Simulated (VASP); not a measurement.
A run of VASP 6.6.1 is set up as follows.

INCAR

```
ALGO     = Normal         # electronic algorithm
EDIFF    = 1E-7           # SCF threshold, eV
ENCUT    = 520            # plane-wave cutoff, eV
GGA      = PE             # functional
ISIF     = 2              # what is computed and relaxed
ISMEAR   = -1             # smearing method
IVDW     = 12             # dispersion correction
LASPH    = T              # aspherical terms in the spheres
LCHARG   = F              # write CHGCAR
LREAL    = Auto         
LWAVE    = F              # write WAVECAR
NBANDS   = 64             # bands
NELM     = 60             # most SCF steps
PREC     = Accurate       # precision mode
SIGMA    = 0.05           # smearing width, eV
```

Contents of KPOINTS:

```
k-points
0
Gamma
  1 1 1
```

POSCAR

```
H6C2O
1.0
    7.2936330000      0.0000000000      0.0000000000
    0.0000000000      7.2936330000      0.0000000000
    0.0000000000      0.0000000000      7.2936330000
C O H
8 4 24
Direct
    0.4554794572      0.1159367355      0.2411144076
    0.4504065395      0.0960700929      0.0329191227
    0.2389618452      0.5133381403      0.9933869719
    0.1806095810      0.7063969355      1.0218364428
    1.0223574452      0.1737679974      0.6328533393
    0.8834828953      0.1958146235      0.4756888645
    0.7205325522      0.6077492520      0.2602132572
    0.7352714347      0.5629430491      0.0606419325
    0.2622972667      0.0863081540     -0.0168503131
    0.1129066955      0.7717553104      0.8531687843
    0.9799368847      0.2108688496      0.3074051025
    0.7905662377      0.3773291033      0.0428730099
    0.1886576964      0.1382164417      0.0771906127
    0.5299142416      0.2023134424     -0.0339611275
    0.5015607448     -0.0332893086     -0.0108862072
    0.5918723906      0.1209273897      0.2932831965
    0.3890379458      0.2409224594      0.2822187516
    0.3691301715      0.0025638800      0.2880868835
    0.1601122513      0.8920108813      0.8548826079
    0.0731734103      0.7197921804      1.1306025406
    0.2938590412      0.7878104094      1.0725519093
    0.3134377614      0.4448948830      1.1048129238
    0.1190216179      0.4268380381      0.9746857293
    0.3325091899      0.4910721447      0.8796987729
    0.8852652718      0.2579235890      0.2223720333
    0.7973666895      0.0627533631      0.4858072788
    0.7983264307      0.3228569356      0.5090467261
    0.9610848256      0.1330064181      0.7637620374
    1.1259683617      0.0816876857      0.5914473624
    1.0972721002      0.3045395895      0.6609326244
    0.8829207612      0.3778363951     -0.0565835983
    0.6031973366      0.5867034988     -0.0156986237
    0.8280372758      0.6599043303     -0.0234725273
    0.6534466431      0.7379175782      0.2775160198
    0.6405861112      0.4955555071      0.3256538957
    0.8515920667      0.6149473109      0.3176469120
```

Potentials or basis: VASP PAW PBE potentials, release 64 (C, O, H).

Command:

```sh
$ cat potpaw_PBE.64/C/POTCAR potpaw_PBE.64/O/POTCAR potpaw_PBE.64/H/POTCAR > POTCAR
$ mpirun -np 1 vasp_gam > vasp.out
```

Question: What does it give for the largest force?

Answer: 2.685 eV/Å.

Question: Estimate the dispersion energy per atom.

Answer: -0.039 eV.

Forces in eV/Å, atoms in the order of the input:
```
C   -0.450 -0.577 -1.120
C   -0.415  0.398  1.208
C    0.373 -1.371  0.674
C   -0.209 -0.479  0.996
C   -0.354  1.992  0.135
C   -0.197 -0.778  1.895
C   -1.524 -0.632 -0.677
C   -0.432  1.912 -1.835
O   -0.061  0.055 -1.731
O   -0.703 -1.176 -0.356
O   -0.700  0.093  0.061
O    0.881 -0.356 -1.285
H   -0.728  0.543  1.017
H   -0.111  0.533 -0.430
H    0.940 -1.065 -0.223
H    0.826 -0.398  0.531
H   -0.413  0.698  0.170
H    0.339 -0.145  0.705
H    0.366  2.191 -0.411
H    0.268 -0.255 -0.199
H    0.405  0.324 -0.069
H   -0.202  0.535  0.507
H   -0.154 -0.303 -0.358
H   -0.040  0.342 -0.661
H    0.539  0.144 -0.377
H    0.339  1.296 -0.466
H    0.306 -1.030 -0.554
H   -0.152 -0.287 -0.186
H    0.926 -1.265 -0.222
H   -0.319 -0.278 -0.212
H   -0.508 -0.379  0.477
H    0.172 -0.484  0.613
H   -0.375 -0.905  1.104
H   -0.450  0.578  0.265
H    0.106  0.524  0.031
H    1.708  0.005  0.983
```
